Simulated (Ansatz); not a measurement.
**Mg2Sn (antifluorite type): Wannier runs under varied settings**

Aim: run 2 Wannier inputs for Mg2Sn (antifluorite type) as typed, and read from each log whether it ends well.

Program: Ansatz 0.2.0. Level of theory: plane waves, PAW; the settings change from run to run, as each input shows. These are calculated values, not measurements.

3 further runs of the same task are left out: 3 that didn't finish. Runs told in other sessions of the task aren't counted.

**1. Starting point**

It takes space group Fm-3m (No. 225, cubic). The conventional cell has a = 6.760 Å, b = 6.760 Å, c = 6.760 Å, α = 90.00°, β = 90.00°, γ = 90.00°. Sn (site symmetry m-3m) has 8 Mg at 2.93 Å in its first shell of neighbours. Around Mg (site symmetry -43m) lie 4 Sn at 2.93 Å.

Coordinates:

```cif
data_structure
_symmetry_space_group_name_H-M 'Fm-3m'
_symmetry_Int_Tables_number 225
_cell_length_a 6.7599
_cell_length_b 6.7599
_cell_length_c 6.7599
_cell_angle_alpha 90.000
_cell_angle_beta 90.000
_cell_angle_gamma 90.000
_cell_volume 308.90
loop_
_atom_site_label
_atom_site_type_symbol
_atom_site_symmetry_multiplicity
_atom_site_Wyckoff_symbol
_atom_site_fract_x
_atom_site_fract_y
_atom_site_fract_z
_atom_site_occupancy
Sn1 Sn 4 a 0.00000 0.00000 0.00000 1
Mg1 Mg 8 c 0.25000 0.75000 0.75000 1
```

The cell was relaxed beforehand with r2SCAN; those runs aren't shown. No run includes spin-orbit coupling, which matters for Sn.

**2. Run 1**

Input file input.yaml:

```yaml
crystal:
  lattice:
    - [0.0, 3.3799352826, 3.3799352826]
    - [3.3799352826, 0.0, 3.3799352826]
    - [3.3799352826, 3.3799352826, 0.0]
  atoms:
    - { symbol: Sn, position: [0.0, 0.0, 0.0] }
    - { symbol: Mg, position: [0.25, 0.25, 0.25] }
    - { symbol: Mg, position: [0.75, 0.75, 0.75] }
kpoints:
  mp_grid: { grid: [6, 6, 6] }
  band_path:
    path:
      - [[0.0, 0.0, 0.0], [0.5, -1.319093460657e-35, 0.5], [0.625, 0.25, 0.625]]
      - [[0.375, 0.375, 0.75], [0.0, 0.0, 0.0], [0.5, 0.5, 0.5], [0.5, 0.25, 0.75], [0.5, -1.319093460657e-35, 0.5]]
    npoints: 10
hamiltonian:
  xc: r2scan
scf:
  occupations: { method: fermi_dirac, width: 0.02 }
  n_extra_bands: 6
output:
  forces: false
  stress: false
  eigenvalues: true
  wannier:
    kmesh: [4, 4, 4]
    projections: [{ species: Mg, l: s, shell: 3 }, { species: Sn, l: p, shell: 5 }]
    minimise: true
    write_hr: true
    conv_tol: 1.0e-08
    max_iter: 3000
    disentanglement: { window: [-3.05, 19.14], frozen_window: [-0.05, 7.94] }
  write_density: true
  write_potential: true
  elf: true
  volumetric_format: npy
```

Launch:

```sh
> ansatz run input.yaml --threads 4 --pin off --max-ram 3686MiB --backend cpu --events-out ev --progress --plain --runs-dir out
```

Output:

```text
Warning: RAYON_NUM_THREADS=4 ignored (pool sized by the plan → 4); use --threads N
scf.n_extra_bands = 6 over 17 filled bands (N_el = 34.0): the run solves 23 bands
Engine: ansatz 0.2.0, aarch64-unknown-linux-gnu
Pseudopotentials: kind: paw
Pseudopotential: Sn, paw, valence charge 14, recommended cutoff 500 eV (meta_gga), Sn.paw.azcp
Pseudopotential: Mg, paw, valence charge 10, recommended cutoff 500 eV (meta_gga), Mg.paw.azcp
Functional definition: r2SCAN
  parameter k0 = 0.174
  parameter k1 = 0.065
  parameter a1 = 4.9479
  exchange = r2scan_x(k0 = k0, k1 = k1, a1 = a1)
  correlation = r2scan_c
Crystal: 3 atoms, lattice volume = 77.225 Å³
Basis set: ecut = 500 eV, 1917 PW (Γ), exchange–correlation on 144×144×144 points (64 copies of the dense FFT grid, shifted against one another)
Bands: 23, of which v1, the nominal top of the filled ones, is band 17 counted from 1 (16 counted from 0)
Symmetry: 48 space group operations
Space group: Fm-3m (ITA 225), of the structure as read, at distance tolerance 4.3e-5 Å
k-points: 16 of 216
Non-local potential: Sn, projectors of the file, l = 0: 2, l = 1: 2, l = 2: 2, l = 3: 2
Non-local potential: Mg, projectors of the file, l = 0: 3, l = 1: 2, l = 2: 1
PAW form: soft (Blöchl's): semilocal exchange-correlation on the pseudo side does not see the compensation charge
PAW frozen core: Sn, regenerated for the run's functional (the file was generated under x = pbe(κ = 0.804, μ = 0.2195149727645171), c = pbe(β = 0.06672455060314922))
PAW frozen core: Mg, regenerated for the run's functional (the file was generated under x = pbe(κ = 0.804, μ = 0.2195149727645171), c = pbe(β = 0.06672455060314922))
PAW one-centre angular grid: Sn, 590 points (default); XC on 249 of its mesh's 2787 points in the sphere
PAW one-centre angular grid: Mg, 302 points (default); XC on 224 Gauss nodes
Initial density: superposition of atomic densities (neutral atoms: chi_scale 0, normalization atom), corrected by the library's trained network
Initial wavefunctions: pseudopotential atomic-orbital guess
Functional: x = r2scan, c = r2scan; τ floored in thin density (d = 2e-4 eV/Å³)
SCF iter   1: F=—  HF=-9892.190305 eV  |F-HF|=—  |Δ(HF+E_count)|=         —  Δρ=5.78e-3  dr2=1.03e-2  dr2_τ=5.60e-3  ethr=1.77e-3  ⟨swp⟩=6.5  Hψ=1890  notcnv=0
preconditioner: auto → none  [insulator: Δε(μ)=0.123 eV  Ē_g=8.384 eV  σ=0.020 eV  W_gap=0.91  n_scr=14 (ndim 8)  ℏωp=12.0 eV  f_vac=0.042  D(μ)=0.12/eV (n_scr^D=0)  ε∞_Penn≈3.0]
SCF iter   2: F=—  HF=-9892.215341 eV  |F-HF|=—  |Δ(HF+E_count)|=   2.50e-2  Δρ=1.89e-3  dr2=1.82e-3  dr2_τ=5.05e-5  ethr=3.03e-5  ⟨swp⟩=2.9  Hψ=896  notcnv=0  defer=22
SCF iter   3: F=—  HF=-9892.215765 eV  |F-HF|=—  |Δ(HF+E_count)|=   4.23e-4  Δρ=3.63e-4  dr2=1.13e-4  dr2_τ=4.52e-6  ethr=5.35e-6  ⟨swp⟩=2.0  Hψ=692  notcnv=0  defer=22
SCF iter   4: F=—  HF=-9892.215797 eV  |F-HF|=—  |Δ(HF+E_count)|=   3.22e-5  Δρ=1.14e-4  dr2=9.25e-6  dr2_τ=1.00e-7  ethr=3.33e-7  ⟨swp⟩=2.0  Hψ=490  notcnv=0  defer=22
SCF iter   5: F=—  HF=-9892.215793 eV  |F-HF|=—  |Δ(HF+E_count)|=   4.20e-6  Δρ=1.79e-5  dr2=2.78e-7  dr2_τ=1.04e-8  ethr=2.72e-8  ⟨swp⟩=2.0  Hψ=490  notcnv=0  defer=22
SCF iter   6: F=-9892.215793 eV  HF=-9892.215793 eV  |F-HF|=1.17e-8  |Δ(HF+E_count)|=   1.62e-7  Δρ=3.82e-6  dr2=5.05e-9  dr2_τ=4.53e-10  ethr=2.94e-10  ⟨swp⟩=7.4  Hψ=1383  notcnv=0
SCF 1 converged in 6 iterations: F = -9892.215793 eV  dr2 = 5.05e-9
NSCF: frozen V_eff on 62 k-points
NSCF: frozen V_eff on 11 k-points
the Wannier pass solved 11 of the 64 points of its mesh, and has the states at the others by symmetry: states obtained by the crystal's operations at points that were solved too leave a residual of 2.82e-13 eV (read by the count's bands and the next), within 6.67e-6 eV
NSCF: frozen V_eff on 11 k-points
the Wannier pass solved 11 of the 64 points of its mesh, and has the states at the others by symmetry: states obtained by the crystal's operations at points that were solved too leave a residual of 6.31e-13 eV (read by the count's bands and the next), within 6.67e-6 eV
NSCF: frozen V_eff on 11 k-points
the Wannier pass solved 11 of the 64 points of its mesh, and has the states at the others by symmetry: states obtained by the crystal's operations at points that were solved too leave a residual of 6.49e-13 eV (read by the count's bands and the next), within 6.67e-6 eV
SCF converged after 6 iterations
Free energy (F): -9892.215793 eV
Harris-Foulkes:  -9892.215793 eV  (|F-HF|=1.17e-8)
Internal energy: -9892.215742 eV  (E = F + TS)
E sigma→0 (E₀):  -9892.215767 eV
Entropy (-TS):   -0.000051 eV (-0.017 meV/atom)
Fermi energy:    7.047315 eV
--- Per-component energies (eV) ---
  E_band       = -863.905813
  E_kinetic    = 338.222757
  E_local      = -4391.585548  (includes V_loc(G=0)·N_el)
  E_nonlocal   = 159.042594
  E_hartree    = 1828.317830
  E_xc         = -428.097434
  E_vxc        = -182.371187  (∫ρ·V_xc dr)
  E_paw        = -4754.585513  (= ΣΔE_a)
  E_vpaw       = -455.623802  (= ΣTr[D̂ρ^β])
  E_aug_tail   = -0.000003  (compensation charges beyond the density's cutoff)
  E_vtau       = 11.773629  (kinetic-family band-sum trace: ∫τ·v_τ [+ j·A + Jᵃ·Aᵃ] dr)
  E_ewald      = -2644.213330
  E_core_change = 0.682904  (= ΣΔE_core)
  E_smearing   = -0.000051  (= −TS)
  E_closure    = -0.000000  (closes the sum)
  Σ components = -9892.215793   (vs F -9892.215793, Δ=0.00e0)
--- Band table (eV; the first three rows and the last of 16) ---
  k-point 0: bands = ["-72.5796", "-72.5784", "-37.6804", "-37.6804", "-37.6804", "-37.6729", "-37.6729", "-37.6729", "-14.5485", "-14.5485", "-14.5485", "-14.5042", "-14.5042", "-2.5372", "6.9506", "6.9506", "6.9506", "8.9690", "9.3564", "9.3564", "9.3564", "11.9057", "12.7015"]
  k-point 1: bands = ["-72.5795", "-72.5785", "-37.6800", "-37.6799", "-37.6799", "-37.6735", "-37.6734", "-37.6734", "-14.5484", "-14.5475", "-14.5475", "-14.5041", "-14.5041", "-2.3008", "5.1086", "6.6404", "6.6404", "8.7691", "9.8038", "9.8038", "10.9235", "11.7323", "11.7323"]
  k-point 2: bands = ["-72.5793", "-72.5787", "-37.6786", "-37.6786", "-37.6786", "-37.6749", "-37.6748", "-37.6748", "-14.5481", "-14.5457", "-14.5457", "-14.5037", "-14.5037", "-1.6760", "2.9944", "6.2308", "6.2308", "8.2656", "9.6844", "9.6844", "11.8076", "12.6046", "12.6046"]
  k-point 15: bands = ["-72.5791", "-72.5789", "-37.6820", "-37.6815", "-37.6790", "-37.6745", "-37.6720", "-37.6716", "-14.5497", "-14.5437", "-14.5407", "-14.5056", "-14.5015", "-0.6288", "2.6179", "3.6953", "4.2859", "8.8299", "8.8750", "11.9478", "11.9570", "15.1015", "15.5571"]
Error: a combination of the trial orbitals is all but absent from the optimal subspace at ik = 0: its weight there is 1.1e-15 of the largest combination's or less, which the computation cannot tell from zero, so that the projections give no starting gauge (the trial orbitals are those of output.wannier.projections, and ik = 0 is k-point 1 of the .win and .amn files); move output.wannier.disentanglement.frozen_window, whose bands are always kept in the subspace
```

Run time: 5.8 s. Hardware: 4 threads of Arm Neoverse V2, shared host; peak memory 0.49 GiB.

**Diagnosis.** The run stopped with an error. Some combination of the trial orbitals has almost no weight, at one k point, in the states chosen from the window. To mend it, choose trial orbitals that match the bands, or move the windows as the message advises.

**3. Run 2**

Edit input.yaml of step 2 so:

```diff
@@ -17,3 +17,3 @@
 hamiltonian:
-  xc: r2scan
+  xc: pbe
 scf:
@@ -27,3 +27,3 @@
     kmesh: [4, 4, 4]
-    projections: [{ species: Mg, l: s, shell: 3 }, { species: Sn, l: p, shell: 5 }]
+    projections: [{ species: Sn, l: s, shell: 5 }, { species: Sn, l: p, shell: 5 }]
     minimise: true
@@ -31,4 +31,4 @@
     conv_tol: 1.0e-08
-    max_iter: 3000
-    disentanglement: { window: [-3.05, 19.14], frozen_window: [-0.05, 7.94] }
+    max_iter: 1000
+    disentanglement: { window: [-22.47, 19.34], frozen_window: [5.65, 10.82] }
   write_density: true
```

Launch:

```sh
> ansatz run input.yaml --threads 4 --pin off --max-ram 3686MiB --backend cpu --events-out ev --progress --plain --runs-dir out
```

Output:

```text
Warning: RAYON_NUM_THREADS=4 ignored (pool sized by the plan → 4); use --threads N
scf.n_extra_bands = 6 over 17 filled bands (N_el = 34.0): the run solves 23 bands
[... 2 set-up lines as earlier in the session ...]
Pseudopotential: Sn, paw, valence charge 14, recommended cutoff 420 eV (normal), Sn.paw.azcp
Pseudopotential: Mg, paw, valence charge 10, recommended cutoff 420 eV (normal), Mg.paw.azcp
Functional definition: PBE
  parameter kappa = 0.804
  parameter beta = 0.06672455060314922
  exchange = pbe_x(kappa = kappa, mu = beta*pi^2/3)
  correlation = pbe_c(beta = beta)
Crystal: 3 atoms, lattice volume = 77.225 Å³
Basis set: ecut = 420 eV, 1459 PW (Γ)
Bands: 23, of which v1, the nominal top of the filled ones, is band 17 counted from 1 (16 counted from 0)
[... 2 set-up lines as earlier in the session ...]
k-points: 16 of 216
[... 3 set-up lines as earlier in the session ...]
PAW one-centre angular grid: Sn, 590 points (default); XC on 64 Gauss nodes
PAW one-centre angular grid: Mg, 110 points (default); XC on 64 Gauss nodes
[... 2 set-up lines as earlier in the session ...]
Functional: x = pbe(κ = 0.804, μ = 0.2195149727645171), c = pbe(β = 0.06672455060314922)
SCF iter   1: F=—  HF=-9872.364336 eV  |F-HF|=—  |Δ(HF+E_count)|=         —  Δρ=2.96e-3  dr2=1.67e-2  ethr=1.77e-3  ⟨swp⟩=6.7  Hψ=1887  notcnv=0
preconditioner: auto → none  [insulator: Δε(μ)=0.215 eV  Ē_g=7.781 eV  σ=0.020 eV  W_gap=0.99  n_scr=14 (ndim 8)  ℏωp=12.0 eV  f_vac=0.042  D(μ)=0.01/eV (n_scr^D=0)  ε∞_Penn≈3.4]
SCF iter   2: F=—  HF=-9872.359229 eV  |F-HF|=—  |Δ(HF+E_count)|=   5.11e-3  Δρ=1.08e-3  dr2=9.65e-4  ethr=4.91e-5  ⟨swp⟩=3.0  Hψ=676  notcnv=0  defer=21
SCF iter   3: F=—  HF=-9872.359297 eV  |F-HF|=—  |Δ(HF+E_count)|=   6.81e-5  Δρ=4.81e-4  dr2=1.34e-4  ethr=2.84e-6  ⟨swp⟩=2.0  Hψ=452  notcnv=0  defer=21
SCF iter   4: F=—  HF=-9872.359332 eV  |F-HF|=—  |Δ(HF+E_count)|=   3.52e-5  Δρ=6.25e-5  dr2=4.41e-6  ethr=3.94e-7  ⟨swp⟩=2.0  Hψ=408  notcnv=0  defer=21
SCF iter   5: F=—  HF=-9872.359335 eV  |F-HF|=—  |Δ(HF+E_count)|=   2.41e-6  Δρ=1.14e-5  dr2=7.13e-8  ethr=1.30e-8  ⟨swp⟩=2.0  Hψ=489  notcnv=0  defer=21
SCF iter   6: F=-9872.359335 eV  HF=-9872.359335 eV  |F-HF|=6.37e-9  |Δ(HF+E_count)|=   1.09e-8  Δρ=2.47e-6  dr2=3.39e-9  ethr=2.10e-10  ⟨swp⟩=5.1  Hψ=1365  notcnv=0
SCF 1 converged in 6 iterations: F = -9872.359335 eV  dr2 = 3.39e-9
NSCF: frozen V_eff on 62 k-points
NSCF: frozen V_eff on 11 k-points
the Wannier pass solved 11 of the 64 points of its mesh, and has the states at the others by symmetry: states obtained by the crystal's operations at points that were solved too leave a residual of 2.50e-13 eV (read by the count's bands and the next), within 6.67e-6 eV
NSCF: frozen V_eff on 11 k-points
the Wannier pass solved 11 of the 64 points of its mesh, and has the states at the others by symmetry: states obtained by the crystal's operations at points that were solved too leave a residual of 2.83e-13 eV (read by the count's bands and the next), within 6.67e-6 eV
NSCF: frozen V_eff on 11 k-points
the Wannier pass solved 11 of the 64 points of its mesh, and has the states at the others by symmetry: states obtained by the crystal's operations at points that were solved too leave a residual of 2.55e-13 eV (read by the count's bands and the next), within 6.67e-6 eV
NSCF: frozen V_eff on 11 k-points
the Wannier pass solved 11 of the 64 points of its mesh, and has the states at the others by symmetry: states obtained by the crystal's operations at points that were solved too leave a residual of 3.72e-13 eV (read by the count's bands and the next), within 6.67e-6 eV
SCF converged after 6 iterations
Free energy (F): -9872.359335 eV
Harris-Foulkes:  -9872.359335 eV  (|F-HF|=6.37e-9)
Internal energy: -9872.359223 eV  (E = F + TS)
E sigma→0 (E₀):  -9872.359279 eV
Entropy (-TS):   -0.000112 eV (-0.037 meV/atom)
Fermi energy:    6.969914 eV
--- Per-component energies (eV) ---
  E_band       = -826.409276
  E_kinetic    = 339.167914
  E_local      = -4387.339517  (includes V_loc(G=0)·N_el)
  E_nonlocal   = 159.081086
  E_hartree    = 1824.491373
  E_xc         = -439.776974
  E_vxc        = -170.211082  (∫ρ·V_xc dr)
  E_paw        = -4723.769764  (= ΣΔE_a)
  E_vpaw       = -416.091351  (= ΣTr[D̂ρ^β])
  E_aug_tail   = -0.000010  (compensation charges beyond the density's cutoff)
  E_ewald      = -2644.213330
  E_smearing   = -0.000112  (= −TS)
  E_closure    = -0.000000  (closes the sum)
  Σ components = -9872.359335   (vs F -9872.359335, Δ=0.00e0)
--- Band table (eV; the first three rows and the last of 16) ---
  k-point 0: bands = ["-69.4953", "-69.4941", "-36.2519", "-36.2519", "-36.2519", "-36.2448", "-36.2448", "-36.2448", "-13.9169", "-13.9169", "-13.9169", "-13.8793", "-13.8793", "-2.0622", "7.0471", "7.0471", "7.0471", "8.4745", "9.1939", "9.1939", "9.1939", "11.0846", "12.4901"]
  k-point 1: bands = ["-69.4952", "-69.4941", "-36.2514", "-36.2514", "-36.2514", "-36.2453", "-36.2453", "-36.2453", "-13.9168", "-13.9161", "-13.9161", "-13.8792", "-13.8792", "-1.8384", "5.1970", "6.7472", "6.7472", "8.4153", "9.6212", "9.6212", "10.4769", "11.4448", "11.4448"]
  k-point 2: bands = ["-69.4950", "-69.4944", "-36.2502", "-36.2501", "-36.2501", "-36.2467", "-36.2466", "-36.2466", "-13.9167", "-13.9145", "-13.9145", "-13.8789", "-13.8789", "-1.2471", "3.1794", "6.3597", "6.3597", "7.8933", "9.4988", "9.4988", "11.3035", "12.2572", "12.2572"]
  k-point 15: bands = ["-69.4948", "-69.4946", "-36.2533", "-36.2528", "-36.2505", "-36.2463", "-36.2440", "-36.2436", "-13.9181", "-13.9130", "-13.9104", "-13.8806", "-13.8771", "-0.2567", "2.8123", "3.8584", "4.4658", "8.6196", "8.6398", "11.5684", "11.5823", "14.5145", "14.9525"]
WARN: one of the run's output files is refused, and neither it nor the files that depend on it are written in full: <dir> frozen window holds 7 > num_wann = 4 bands at ik = 0 (ik counts from 0, the k-points of the .win, .mmn and .eig files from 1)
Error: frozen window holds 7 > num_wann = 4 bands at ik = 0 (ik counts from 0, the k-points of the .win, .mmn and .eig files from 1)
```

It took 3.9 s on 4 threads of Arm Neoverse V2, shared host; peak memory 0.36 GiB.

What is wrong: The run stopped with an error. The frozen window holds more states than there are functions. Cure: project on all shells that make up the frozen bands, or narrow the frozen window.

**4. How the runs ended**

| run | settings | ended | fault | time |
| --- | --- | --- | --- | --- |
| 1 | r2SCAN, 5 functions, 4×4×4, window -3.05 to 19.14 eV, frozen -0.05 to 7.94 eV | stopped by an error | some combination of the trial orbitals has almost no weight, at one k point, in the states chosen from the window | 5.8 s |
| 2 | PBE, 4 functions, 4×4×4, window -22.47 to 19.34 eV, frozen 5.65 to 10.82 eV | stopped by an error | the frozen window holds more states than there are functions | 3.9 s |

In words: 2 stopped by an error. No run passed without a fault or warning, so no result is quoted.
